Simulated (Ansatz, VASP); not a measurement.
Mg in VASP and in Ansatz

```
Mg
1.0
     3.12809    0.00000    0.00000
    -1.56405    2.70901    0.00000
     0.00000    0.00000    5.08572
Mg
2
Cartesian
  0.0000 1.8060 1.2714
  1.5640 0.9030 3.8143
```

Alike in both runs: task single point; functional BLYP; k mesh 18 × 18 × 10; occupations fermi-dirac, width 0.1 eV; no spin polarisation.

```csv
,VASP,Ansatz
version,VASP 6.6.1,Ansatz 0.2.0
potentials or method,"VASP PAW PBE potentials, release 64 (Mg)","plane waves (420 eV) with PAW, scalar-relativistic"
plane-wave cutoff (eV),520,420
valence electrons in the cell,4,20
```

|  | VASP | Ansatz | Ansatz less VASP |
| --- | --- | --- | --- |
| pressure (GPa) | 3.2 | 3.2 | +0.03 |
| largest component of the traceless stress (GPa) | 0.11 | 0.11 | -0.003 |

The two sets of potentials don't hold the same shells in valence.

Caveats: the PAW data sets were made with another functional, which shifts forces and pressure a little (VASP).
